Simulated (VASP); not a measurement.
# SiC: X-ray absorption with a core hole

What does the core hole do to the absorption edge in SiC? The cell has space group P6_3mc, a computed entry that need not be the common form of this compound. The start is a computed cell from the Materials Project.

Calculated with VASP 6.6.1; PBE; plane waves and PAW (Si, C), in the first sound run; inputs show where later runs differ.

Report form: the programs' logs are mostly left out.

## 1. The host crystal

Symmetry: P6_3mc, No. 186, hexagonal system. Conventional cell: a = 3.076 Å, b = 3.076 Å, c = 10.071 Å, α = 90.00°, β = 90.00°, γ = 120.00°. Nearest to Si lie 4 C at 1.88 to 1.89 Å. Si has 4 C at 1.88 to 1.89 Å nearest. Nearest to C lie 4 Si at 1.88 to 1.89 Å. C has 4 Si at 1.88 to 1.89 Å nearest. Farther neighbours are not listed.

Structure file:

```cif
data_structure
_symmetry_space_group_name_H-M 'P 1'
_symmetry_Int_Tables_number 1
_cell_length_a 3.0757
_cell_length_b 3.0757
_cell_length_c 10.0706
_cell_angle_alpha 90.000
_cell_angle_beta 90.000
_cell_angle_gamma 120.000
_cell_volume 82.50
loop_
_atom_site_label
_atom_site_type_symbol
_atom_site_fract_x
_atom_site_fract_y
_atom_site_fract_z
_atom_site_occupancy
Si1 Si 0.00000 0.00000 0.18789 1
Si2 Si 0.00000 0.00000 0.68789 1
Si3 Si 0.33333 0.66667 0.43784 1
Si4 Si 0.66667 0.33333 0.93784 1
C5 C 0.00000 0.00000 0.00046 1
C6 C 0.00000 0.00000 0.50046 1
C7 C 0.33333 0.66667 0.24980 1
C8 C 0.66667 0.33333 0.74980 1
```

## 2. Relaxation

The atoms are relaxed first inside the given cell, which is kept (ISIF = 2), since core levels depend on the positions.

The input, INCAR:

```
SYSTEM = SiC
PREC = Accurate
ENCUT = 520
EDIFF = 1E-06
NELM = 100
ISMEAR = 0
SIGMA = 0.05
LREAL = .FALSE.
ALGO = Normal
GGA = PE
NBANDS = 24
LWAVE = .FALSE.
LCHARG = .FALSE.
KPAR = 8
IBRION = 2
NSW = 60
ISIF = 2
EDIFFG = -0.01
```

The input, POSCAR:

```
SiC
1.0
    3.0756941497      0.0000000000      0.0000000000
   -1.5378470748      2.6636292679      0.0000000000
    0.0000000000      0.0000000000     10.0706464800
Si C
4 4
Direct
    0.0000000000      0.0000000000      0.1878943800
    0.0000000000      0.0000000000      0.6878943800
    0.3333333333      0.6666666667      0.4378419800
    0.6666666667      0.3333333333      0.9378419800
    0.0000000000      0.0000000000      0.0004600500
    0.0000000000      0.0000000000      0.5004600500
    0.3333333333      0.6666666667      0.2498025900
    0.6666666667      0.3333333333      0.7498025900
```

The input, KPOINTS:

```
Automatic mesh
0
Gamma
8 8 2
0 0 0
```

Potentials, in the order of the species: Si and C (PBE family, release 64).

Launch:

```bash
mpirun -np 8 vasp_std
```

Wall time 4.2 s (8 MPI ranks of AMD EPYC 9R45, shared host); peak memory 1.6 GiB.

The run keeps the 12 symmetry operations of its start, so it cannot find a distortion of lower symmetry.

Hardly anything moved in the relaxation; the energy changed by under 0.2 meV an atom.

Numbers from this step:

| Property | Result |
| --- | --- |
| free energy (TOTEN) | -60.2283 eV |
| Fermi energy | 8.501 eV |
| pressure | 3.865 GPa |

At PBE, with these data sets, the largest force is down to 0.0039 eV/Å.

## 3. Supercell without a hole

This step: r2SCAN; plane waves and PAW (Si, Si, C) (VASP 6.6.1).

System of this step: SiC. The cell holds 72 atoms: 36 Si and 36 C. Its edges and angles: a = 9.227 Å, b = 9.227 Å, c = 10.071 Å, α = 90.0°, β = 90.0°, γ = 120.0°. It derives from SiC, repeated 3×3×1. Nearest the centre at fractional (0.000, 0.000, 0.188): Si1 at 0.00 Å, C57 at 1.88 Å, C55 at 1.88 Å, C63 at 1.88 Å, C37 at 1.89 Å, Si2 at 3.08 Å, Si3 at 3.08 Å, Si4 at 3.08 Å.

The cell without a hole gives, with ICORELEVEL = 1, the Kohn-Sham core levels of the initial state. It is a supercell, which puts a hole 9.2 Å from its nearest image.

The input, INCAR:

```
SYSTEM = SiC
PREC = Accurate
ENCUT = 400
EDIFF = 1E-05
NELM = 100
ISMEAR = 0
SIGMA = 0.05
LREAL = Auto
ALGO = Normal
METAGGA = R2SCAN
LASPH = .TRUE.
NBANDS = 200
LWAVE = .FALSE.
LCHARG = .FALSE.
NCORE = 8
ICORELEVEL = 1
```

The input, POSCAR:

```
SiC
1.0
    9.2270824491      0.0000000000      0.0000000000
   -4.6135412244      7.9908878037      0.0000000000
    0.0000000000      0.0000000000     10.0706464800
Si Si C
1 35 36
Direct
    0.0000000000      0.0000000000      0.1878943800
    0.0000000000      0.3333333333      0.1878943800
    0.0000000000      0.6666666667      0.1878943800
    0.3333333333      0.0000000000      0.1878943800
    0.3333333333      0.3333333333      0.1878943800
    0.3333333333      0.6666666667      0.1878943800
    0.6666666667      0.0000000000      0.1878943800
    0.6666666667      0.3333333333      0.1878943800
    0.6666666667      0.6666666667      0.1878943800
    0.0000000000      0.0000000000      0.6878943800
    0.0000000000      0.3333333333      0.6878943800
    0.0000000000      0.6666666667      0.6878943800
    0.3333333333      0.0000000000      0.6878943800
    0.3333333333      0.3333333333      0.6878943800
    0.3333333333      0.6666666667      0.6878943800
    0.6666666667      0.0000000000      0.6878943800
    0.6666666667      0.3333333333      0.6878943800
    0.6666666667      0.6666666667      0.6878943800
    0.1111111111      0.2222222222      0.4378419800
    0.1111111111      0.5555555556      0.4378419800
    0.1111111111      0.8888888889      0.4378419800
    0.4444444444      0.2222222222      0.4378419800
    0.4444444444      0.5555555556      0.4378419800
    0.4444444444      0.8888888889      0.4378419800
    0.7777777778      0.2222222222      0.4378419800
    0.7777777778      0.5555555556      0.4378419800
    0.7777777778      0.8888888889      0.4378419800
    0.2222222222      0.1111111111      0.9378419800
    0.2222222222      0.4444444444      0.9378419800
    0.2222222222      0.7777777778      0.9378419800
    0.5555555556      0.1111111111      0.9378419800
    0.5555555556      0.4444444444      0.9378419800
    0.5555555556      0.7777777778      0.9378419800
    0.8888888889      0.1111111111      0.9378419800
    0.8888888889      0.4444444444      0.9378419800
    0.8888888889      0.7777777778      0.9378419800
    0.0000000000      0.0000000000      0.0004600500
    0.0000000000      0.3333333333      0.0004600500
    0.0000000000      0.6666666667      0.0004600500
    0.3333333333      0.0000000000      0.0004600500
    0.3333333333      0.3333333333      0.0004600500
    0.3333333333      0.6666666667      0.0004600500
    0.6666666667      0.0000000000      0.0004600500
    0.6666666667      0.3333333333      0.0004600500
    0.6666666667      0.6666666667      0.0004600500
    0.0000000000      0.0000000000      0.5004600500
    0.0000000000      0.3333333333      0.5004600500
    0.0000000000      0.6666666667      0.5004600500
    0.3333333333      0.0000000000      0.5004600500
    0.3333333333      0.3333333333      0.5004600500
    0.3333333333      0.6666666667      0.5004600500
    0.6666666667      0.0000000000      0.5004600500
    0.6666666667      0.3333333333      0.5004600500
    0.6666666667      0.6666666667      0.5004600500
    0.1111111111      0.2222222222      0.2498025900
    0.1111111111      0.5555555556      0.2498025900
    0.1111111111      0.8888888889      0.2498025900
    0.4444444444      0.2222222222      0.2498025900
    0.4444444444      0.5555555556      0.2498025900
    0.4444444444      0.8888888889      0.2498025900
    0.7777777778      0.2222222222      0.2498025900
    0.7777777778      0.5555555556      0.2498025900
    0.7777777778      0.8888888889      0.2498025900
    0.2222222222      0.1111111111      0.7498025900
    0.2222222222      0.4444444444      0.7498025900
    0.2222222222      0.7777777778      0.7498025900
    0.5555555556      0.1111111111      0.7498025900
    0.5555555556      0.4444444444      0.7498025900
    0.5555555556      0.7777777778      0.7498025900
    0.8888888889      0.1111111111      0.7498025900
    0.8888888889      0.4444444444      0.7498025900
    0.8888888889      0.7777777778      0.7498025900
```

The input, KPOINTS:

```
Automatic mesh
0
Gamma
2 2 2
0 0 0
```

PAW data sets: Si, Si and C (PBE family, release 64).

Launch:

```bash
mpirun -np 8 vasp_std
```

Run time: 97 s. Hardware: 8 MPI ranks; peak memory 1.9 GiB; 13 min of CPU time.

The PAW data sets were made with PBE, which is usual practice but a small mismatch for other functionals.

This step gave:

* free energy (TOTEN): -695.9156 eV
* Fermi energy: 8.352 eV
* pressure: -0.7205 GPa

## 4. K edge, Wyckoff site Si a, full hole

This step: supercell core-hole method, r2SCAN, full hole; plane waves and PAW (Si, Si, C) (VASP 6.6.1).

One core electron is taken from the first atom, which POSCAR lists as a species of its own, and NELECT stays that of the neutral valence shell, so the cell is charged against a background. NBANDS covers the range above the edge. The first density still holds the charge taken from the core, which is what the BRMIX lines of the log report.

The input, INCAR:

```
SYSTEM = SiC
PREC = Accurate
ENCUT = 400
EDIFF = 1E-06
NELM = 100
ISMEAR = 0
SIGMA = 0.05
LREAL = Auto
ALGO = Normal
METAGGA = R2SCAN
LASPH = .TRUE.
NBANDS = 568
LWAVE = .FALSE.
LCHARG = .FALSE.
ICORELEVEL = 2
CLNT = 1
CLN = 1
CLL = 0
CLZ = 1
CH_LSPEC = .TRUE.
CH_NEDOS = 1500
CH_SIGMA = 1
NELECT = 288
```

POSCAR is that of step 3.

KPOINTS is that of step 3.

Launch:

```bash
mpirun -np 8 vasp_std
```

Run time: 7.3 min. Hardware: 8 MPI ranks; peak memory 2.5 GiB.

Numbers from this step:

* free energy (TOTEN): -619.7794 eV
* Fermi energy: 8.365 eV

Smoothed further by a Gaussian, to a width of roughly 2 to 2.4 eV in all; heights scale with one over the cell volume; the energy axis is the program's own, and the fall at its high end is where NBANDS ends. Table of imaginary dielectric function times 10^5 by photon energy; read off at these points:

```
photon energy (eV)       xx       zz
            1793.0   8.2e-5   1.8e-4
            1794.0   3.7e-4   7.3e-4
            1795.0  0.00353  0.00511
            1796.0   0.0302   0.0363
            1797.0    0.134    0.141
            1798.0    0.326    0.341
            1799.0    0.492    0.594
            1800.0    0.562    0.721
            1801.0    0.635    0.599
            1801.6    0.662    0.481
            1802.0    0.638    0.414
            1803.0    0.446    0.312
            1804.0    0.281    0.266
            1805.0    0.258    0.254
            1806.0    0.271    0.258
            1807.0    0.249    0.268
            1808.0    0.206    0.272
            1809.0    0.165    0.240
            1810.0    0.123    0.207
            1811.0    0.110    0.201
            1812.0    0.128    0.202
            1813.0    0.155    0.183
            1814.0    0.239    0.184
            1815.0    0.418    0.263
            1816.0    0.517    0.352
            1816.4    0.487    0.363
            1817.0    0.385    0.341
            1818.0    0.213    0.250
            1819.0    0.150    0.193
            1820.0    0.144    0.161
            1821.0    0.131    0.125
            1822.0    0.113    0.125
            1823.0    0.116    0.148
            1824.0    0.128    0.154
            1825.0    0.130    0.138
            1826.0   0.0897   0.0883
            1827.0   0.0325   0.0305
            1828.0  0.00551  0.00486
            1829.0   4.0e-4   3.3e-4
            1830.0   1.2e-5   9.4e-6
```

The smoothed xx curve reaches a tenth of its top at about 1796 eV.

## 5. K edge, Wyckoff site Si a, half hole

This step: supercell core-hole method, r2SCAN, half hole; plane waves and PAW (Si, Si, C) (VASP 6.6.1).

Half an electron is taken from the core level (CLZ = 0.5) and none is added to the valence: the transition-potential approximation. NBANDS covers the range above the edge. The first density still holds the charge taken from the core, which is what the BRMIX lines of the log report.

Changes to INCAR since step 4:

```diff
@@ -18,3 +18,3 @@
 CLL = 0
-CLZ = 1
+CLZ = 0.5
 CH_LSPEC = .TRUE.
```

POSCAR is that of step 4.

KPOINTS is that of step 4.

Launch:

```bash
mpirun -np 8 vasp_std
```

Wall time 7.5 min (8 MPI ranks); peak memory 2.3 GiB.

This step gave:

```
free energy (TOTEN) : -649.3629 eV
Fermi energy        : 8.348 eV
```

Smoothed further by a Gaussian, to a width of roughly 2 to 2.4 eV in all; heights scale with one over the cell volume; the energy axis is the program's own, and the fall at its high end is where NBANDS ends. Imaginary dielectric function times 10^5 against photon energy; read off at these points:

```
photon energy (eV)       xx       zz
            1794.0   2.3e-4   2.2e-4
            1796.0  0.00854   0.0110
            1798.0    0.118    0.117
            1800.0    0.290    0.396
            1801.2    0.401    0.519
            1802.0    0.529    0.482
            1802.6    0.577    0.427
            1804.0    0.401    0.311
            1806.0    0.304    0.263
            1808.0    0.272    0.293
            1810.0    0.153    0.231
            1812.0    0.115    0.219
            1814.0    0.134    0.157
            1816.0    0.458    0.298
            1816.8    0.537    0.381
            1817.2    0.513    0.395
            1818.0    0.384    0.355
            1820.0    0.207    0.228
            1822.0    0.154    0.152
            1824.0    0.140    0.175
            1826.0   0.0981   0.0996
            1828.0  0.00640  0.00609
            1830.0   1.5e-5   1.4e-5
```

The smoothed xx curve reaches a tenth of its top at about 1797 eV.

## 6. K edge, Wyckoff site Si a, no hole

This step: supercell core-hole method, r2SCAN, no hole; plane waves and PAW (Si, Si, C) (VASP 6.6.1).

With CLZ = 0 the final states feel no hole, which shows what the hole does. NBANDS covers the range above the edge.

Changes to INCAR since step 5:

```diff
@@ -18,3 +18,3 @@
 CLL = 0
-CLZ = 0.5
+CLZ = 0
 CH_LSPEC = .TRUE.
@@ -22,2 +22 @@
 CH_SIGMA = 1
-NELECT = 288
```

POSCAR is that of step 5.

KPOINTS is that of step 5.

Launch:

```bash
mpirun -np 8 vasp_std
```

Wall time 7.7 min (8 MPI ranks); peak memory 2.4 GiB.

Numbers from this step:

* free energy (TOTEN): -695.9156 eV
* Fermi energy: 8.383 eV
* pressure: -0.7325 GPa

Smoothed further by a Gaussian, to a width of roughly 2 to 2.4 eV in all; heights scale with one over the cell volume; the energy axis is the program's own, and the fall at its high end is where NBANDS ends. The imaginary dielectric function times 10^5 by photon energy; read off at these points:

```
photon energy (eV)       xx       zz
            1794.0   1.2e-5   2.4e-5
            1796.0  0.00284  0.00420
            1798.0   0.0446   0.0455
            1800.0    0.128    0.147
            1802.0    0.242    0.322
            1802.7    0.336    0.337
            1803.6    0.398    0.320
            1804.0    0.386    0.303
            1806.0    0.280    0.231
            1808.0    0.309    0.268
            1810.0    0.205    0.241
            1812.0    0.112    0.220
            1814.0   0.0877    0.158
            1816.0    0.225    0.175
            1817.7    0.475    0.356
            1818.0    0.468    0.367
            1820.0    0.290    0.298
            1822.0    0.225    0.196
            1824.0    0.164    0.201
            1826.0    0.108    0.108
            1828.0  0.00769  0.00599
            1830.0   2.0e-5   1.3e-5
```

The smoothed xx curve reaches a tenth of its top at about 1798 eV.

## 7. Summary

This step: supercell core-hole method, r2SCAN; plane waves and PAW (VASP 6.6.1).

Derived from the runs above.

Core-hole runs:

```
site       hole  cost (core minutes)
Si a  full hole                58.68
Si a  half hole                59.88
Si a    no hole                61.35
```

## 8. Results

| Quantity | Value |
| --- | --- |
| K edge of Si a, full hole | xx reaches a tenth of its top at 1796.5 eV on the program's axis; share within the next 5 eV of the next 20 eV: 34 % |
| K edge of Si a, half hole | xx reaches a tenth of its top at 1797.3 eV on the program's axis; share within the next 5 eV of the next 20 eV: 25 % |
| K edge of Si a, no hole | xx reaches a tenth of its top at 1798.1 eV on the program's axis; share within the next 5 eV of the next 20 eV: 19 % |

**Reading.** The Si K edge, for light polarised along x, reaches a tenth of its top at 1796.5 eV on the program's axis. That mark passes over any weaker pre-edge, and only dipole transitions enter. In the charged run (full hole) weight just under or at the onset may be a state bound to the hole or the highest filled band counted as a final state; this wasn't checked, so onset and share of that run are in doubt. In the charged run (half hole) weight just under or at the onset may be a state bound to the hole or the highest filled band counted as a final state; this wasn't checked, so onset and share of that run are in doubt. Share of the first 20 eV of absorption, for light polarised along x, that lies within 5 eV of each run's own onset: 19 % with no hole, 25 % with half hole and 34 % with full hole. One site of the element was run (Wyckoff letter a). With 72 atoms and a 2×2×2 mesh the peak shapes still carry the imprint of the mesh. The fall at the high end is where NBANDS ends. The other core electrons stay frozen, so neither the program's energy axis nor the change of TOTEN is an excitation energy; spectra are aligned at the onset when set beside measurement. Not tabulated here, as repeats of values shown or as unfit to read for their mesh, reference level or band range: gaps (K edge, relaxation, supercell without a hole); pressures of a box with vacuum or a charge (K edge).

[Lines on the potential files, build, host, timing and source positions are cut from VASP's logs without a mark.]

[Logs are printed without paths, hosts, clocks, repeated set-up lines and the standing remarks that a program may print on its own settings, such as how far it seeks lower states.]

[Hosts, paths, dates, database ids (printed as entryN), source tags and the programs' standing remarks are cut or masked in the printed files.]
